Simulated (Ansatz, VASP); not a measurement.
**TiAl in VASP and in Ansatz**

```
Ti Al
1.0
     2.92501    0.00000    0.00000
     0.00000    3.50358    0.00000
     0.00000    0.00000    3.15638
Ti Al
1 1
Direct
  0.00000 0.00000 0.00000
  0.50000 0.50000 0.50000
```

Change from the starting cell: normal strain along x -0.0733, normal strain along y +0.1100.

Alike in both runs: task single point; functional PBEsol; k mesh 14 × 14 × 14; occupations gaussian, width 0.15 eV; no spin polarisation.

|  | VASP | Ansatz |
| --- | --- | --- |
| version | VASP 6.6.1 | Ansatz 0.2.0 |
| potentials or method | VASP PAW PBE potentials, release 64 (Ti_sv, Al) | scalar-relativistic, plane waves, PAW |
| plane-wave cutoff (eV) | 520 | 520 |
| valence electrons in the cell | 15 | 15 |

```csv
,VASP,Ansatz,Ansatz less VASP
gap on the k mesh at the Fermi level (eV),none,none,-
pressure (GPa),-2.7,-2.8,-0.05
largest component of the traceless stress (GPa),5.22,5.23,+0.008
```

A gap of «none» marks a metal or a gap that the smearing closes. With one functional, cell and mesh, what is left measures potentials, basis and numerics.

Caveats: the PAW data sets were made with another functional, which shifts forces and pressure a little (VASP).
